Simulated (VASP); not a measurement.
Si (lonsdaleite (2H)): a r²SCAN single-point calculation in VASP

INCAR

```
LASPH = .TRUE.
LREAL = .FALSE.
NBANDS = 16
SIGMA = 0.01
NSW = 0
LWAVE = .FALSE.
EDIFF = 1E-7
PREC = Accurate
LELF = .TRUE.
ENCUT = 520
NELM = 120
LCHARG = .TRUE.
IBRION = -1
ALGO = Normal
ISIF = 2
ISMEAR = 0
METAGGA = R2SCAN
```

KPOINTS

```
KPOINTS created by Atomic Simulation Environment
0
Gamma
12 12 4
0 0 0
```

KPOINTS_OPT

```
special points
7
Reciprocal
0.0000000000 0.0000000000 0.0000000000 1
0.5000000000 0.0000000000 0.0000000000 1
0.3333333333 0.3333333333 0.0000000000 1
0.0000000000 0.0000000000 0.5000000000 1
0.5000000000 0.0000000000 0.5000000000 1
0.3333333333 0.3333333333 0.5000000000 1
0.0000000000 0.5000000000 0.0000000000 1
```

POSCAR

```
Si
 1.0000000000000000
     3.8321295589639761    0.0000000000000000    0.0000000000000000
    -1.9160647794819881    3.3187215486560602    0.0000000000000000
     0.0000000000000000    0.0000000000000000    6.3412168604500563
 Si
   4
Cartesian
  0.0000000000000001  2.2124810324373736  0.0035570476877611
  1.9160647794819881  1.1062405162186868  3.1741654779127892
  0.0000000000000001  2.2124810324373736  2.3743992749810103
  1.9160647794819881  1.1062405162186868  5.5450077052060394
```

VASP ran with the recommended PBE PAW datasets (16 valence electrons in the cell).

Command

```
mpirun -np 1 vasp_std
```

From OUTCAR

```
k-points           NKPTS =     57   k-points in BZ     NKDIM =     57   number of bands    NBANDS=     16

   NELECT =      16.0000    total number of electrons

   dimension x,y,z NGX =    30 NGY =   30 NGZ =   48
   dimension x,y,z NGXF=    60 NGYF=   60 NGZF=   96

  energy-cutoff  :      520.00
  volume of cell :       80.65
      direct lattice vectors                 reciprocal lattice vectors
     3.832129559  0.000000000  0.000000000     0.260951511  0.150660425  0.000000000
    -1.916064779  3.318721549  0.000000000     0.000000000  0.301320851  0.000000000
     0.000000000  0.000000000  6.341216860     0.000000000  0.000000000  0.157698439

 k-points in reciprocal lattice and weights: KPOINTS created by Atomic Simulation Env
   0.00000000  0.00000000  0.00000000       0.002
   0.08333333  0.00000000  0.00000000       0.010
   0.16666667  0.00000000  0.00000000       0.010
   0.25000000  0.00000000  0.00000000       0.010
   0.33333333  0.00000000  0.00000000       0.010
   0.41666667  0.00000000  0.00000000       0.010
   0.50000000  0.00000000  0.00000000       0.005
   0.08333333  0.08333333  0.00000000       0.010
   ...

 E-fermi :   5.9883

 k-point     1 :       0.0000    0.0000    0.0000
  band No.  band energies     occupation
      1      -6.8237      2.00000
      2      -4.4327      2.00000
      3      -1.5841      2.00000
      4       4.3338      2.00000
      5       4.3338      2.00000
      6       5.5589      2.00000
      7       5.9367      2.00000
      8       5.9367      2.00000
      9       7.3133      0.00000
     10       8.1107      0.00000
     11       8.1107      0.00000
     12       8.4869      0.00000
     13      10.0201      0.00000
     14      10.3870      0.00000
     15      10.3870      0.00000
     16      12.2150      0.00000

 k-point     2 :       0.0833    0.0000    0.0000
  band No.  band energies     occupation
      1      -6.7386      2.00000
      2      -4.3456      2.00000
      3      -1.5388      2.00000
      4       3.6463      2.00000
      5       4.1563      2.00000
      6       5.3117      2.00000
      7       5.4336      2.00000
      8       5.7756      2.00000
      9       7.6843      0.00000
     10       8.3439      0.00000
     11       8.3776      0.00000
     12       8.5733      0.00000
     13      10.1195      0.00000
     14      10.7178      0.00000
     15      10.7894      0.00000
     16      11.7125      0.00000

 k-point     3 :       0.1667    0.0000    0.0000
  band No.  band energies     occupation
      1      -6.4855      2.00000
      2      -4.0859      2.00000
      3      -1.4317      2.00000
      4       2.4219      2.00000
      5       3.7612      2.00000
      6       4.0461      2.00000
      7       5.0625      2.00000
      8       5.4086      2.00000
      9       7.5022      0.00000
     10       8.8182      0.00000
     11       8.9479      0.00000
     12       9.5618      0.00000
     13       9.7348      0.00000
     14      10.9390      0.00000
     15      11.5905      0.00000
     16      11.9559      0.00000

 k-point     4 :       0.2500    0.0000    0.0000
  band No.  band energies     occupation
      1      -6.0725      2.00000
      2      -3.6603      2.00000
      3      -1.3936      2.00000
      4       1.3415      2.00000
      5       2.6754      2.00000
      6       3.3435      2.00000
      7       4.4819      2.00000
      8       5.0126      2.00000
      9       7.1877      0.00000
     10       9.1861      0.00000
     11       9.3162      0.00000
     12       9.3476      0.00000
     13       9.8212      0.00000
     14      11.5070      0.00000
     15      12.3728      0.00000
     16      12.8165      0.00000

 k-point     5 :       0.3333    0.0000    0.0000
  band No.  band energies     occupation
      1      -5.5207      2.00000
      2      -3.0867      2.00000
      3      -1.7274      2.00000
      4       0.8325      2.00000
      5       1.3774      2.00000
      6       3.0057      2.00000
      7       3.7914      2.00000
      8       4.6885      2.00000
      9       6.8784      0.00000
     10       8.9060      0.00000
     11       9.3959      0.00000
     12       9.4382      0.00000
     13       9.7532      0.00000
     14      12.5881      0.00000
     15      13.4852      0.00000
     16      13.4909      0.00000

 k-point     6 :       0.4167    0.0000    0.0000
  band No.  band energies     occupation
      1      -4.8994      2.00000
      2      -2.4288      2.00000
      3      -2.4280      2.00000
      4       0.2706      2.00000
      5       0.9214      2.00000
      6       2.7915      2.00000
      7       3.1462      2.00000
      8       4.4817      2.00000
      9       6.6458      0.00000
     10       8.6677      0.00000
     11       9.2321      0.00000
     12       9.3231      0.00000
     13      10.3488      0.00000
     14      12.7763      0.00000
     15      12.9320      0.00000
     16      14.4939      0.00000

 k-point     7 :       0.5000    0.0000    0.0000
  band No.  band energies     occupation
      1      -4.5270      2.00000
      2      -2.8663      2.00000
      3      -2.0205      2.00000
      4      -0.2893      2.00000
      5       1.0745      2.00000
      6       2.7184      2.00000
      7       2.8393      2.00000
      8       4.4110      2.00000
      9       6.5598      0.00000
     10       8.5858      0.00000
     11       9.1722      0.00000
     12       9.2859      0.00000
     13      10.7048      0.00000
     14      12.4458      0.00000
     15      12.8349      0.00000
     16      14.7227      0.00000

 k-point     8 :       0.0833    0.0833    0.0000
  band No.  band energies     occupation
      1      -6.5695      2.00000
      2      -4.1721      2.00000
      3      -1.4616      2.00000
      4       2.8066      2.00000
      5       3.7621      2.00000
      6       4.4504      2.00000
      7       5.2145      2.00000
      8       5.4376      2.00000
      9       8.0308      0.00000
     10       8.2047      0.00000
     11       8.7386      0.00000
     12       9.3585      0.00000
     13      10.4085      0.00000
     14      10.5042      0.00000
     15      11.2159      0.00000
     16      11.7783      0.00000

 k-point     9 :       0.1667    0.0833    0.0000
  band No.  band energies     occupation
      1      -6.2359      2.00000
      2      -3.8290      2.00000
      3      -1.3784      2.00000
      4       1.7768      2.00000
      5       3.2050      2.00000
      6       3.2431      2.00000
      7       4.7853      2.00000
      8       4.9420      2.00000
      9       7.8161      0.00000
     10       8.8629      0.00000
     11       9.0597      0.00000
     12       9.9002      0.00000
     13      10.0263      0.00000
     14      10.8480      0.00000
     15      11.4748      0.00000
     16      12.0753      0.00000

 k-point    10 :       0.2500    0.0833    0.0000
  band No.  band energies     occupation
      1      -5.7507      2.00000
      2      -3.3268      2.00000
      3      -1.5097      2.00000
      4       1.0291      2.00000
      5       1.9682      2.00000
      6       2.7422      2.00000
      7       4.1720      2.00000
      8       4.5061      2.00000
      9       7.5304      0.00000
     10       8.9667      0.00000
     11       9.5101      0.00000
     12       9.6439      0.00000
     13       9.8988      0.00000
     14      11.4889      0.00000
     15      12.7704      0.00000
     16      12.8378      0.00000

 k-point    11 :       0.3333    0.0833    0.0000
  band No.  band energies     occupation
      1      -5.1495      2.00000
      2      -2.6967      2.00000
      3      -2.0763      2.00000
      4       0.7814      2.00000
      5       0.8850      2.00000
      6       2.4444      2.00000
      7       3.4873      2.00000
      8       4.1983      2.00000
      9       7.2985      0.00000
     10       8.6050      0.00000
     11       9.3270      0.00000
     12      10.0017      0.00000
     13      10.1098      0.00000
     14      12.7077      0.00000
     15      12.9829      0.00000
     16      13.3630      0.00000

 k-point    12 :       0.4167    0.0833    0.0000
  band No.  band energies     occupation
      1      -4.5753      2.00000
      2      -2.7447      2.00000
      3      -2.0780      2.00000
      4      -0.1253      2.00000
      5       1.0547      2.00000
      6       2.3541      2.00000
      7       2.9238      2.00000
      8       4.0407      2.00000
      9       7.1655      0.00000
     10       8.3897      0.00000
     11       9.1732      0.00000
     12      10.0612      0.00000
     13      10.6608      0.00000
     14      12.5708      0.00000
     15      12.7998      0.00000
     16      14.3128      0.00000

 ...

  Total       -0.1114713     -0.1114713     -0.1248656      0.0000000     -0.0000000      0.0000000
  in kB       -2.2145734     -2.2145734     -2.4806750      0.0000000     -0.0000000      0.0000000
  external PRESSURE =      -2.3032739 kB  Pullay stress =       0.0000000 kB

 POSITION                                       TOTAL-FORCE (eV/Angst)
 -----------------------------------------------------------------------------------
      0.00000      2.21248      0.00356        -0.000000      0.000000     -0.001098
      1.91606      1.10624      3.17417         0.000000      0.000000     -0.001098
      0.00000      2.21248      2.37440        -0.000000      0.000000      0.001098
      1.91606      1.10624      5.54501         0.000000     -0.000000      0.001098
 -----------------------------------------------------------------------------------
    total drift:                                0.000000      0.000000      0.000000

  FREE ENERGIE OF THE ION-ELECTRON SYSTEM (eV)
  ---------------------------------------------------
  free  energy   TOTEN  =       -35.0495788782 eV

  energy  without entropy=      -35.0495788782  energy(sigma->0) =      -35.04957888
```

```yaml
gap_between_bands_v_and_c: 0.62 eV
least_direct_gap: 1.38 eV
pressure: -0.2 GPa
```

Band v is the last that the valence electrons fill when counted band by band, and c is the next.

The run took about 3.1 min on one core of a shared host (Intel Xeon Platinum 8488C) and held 0.24 GiB at most.
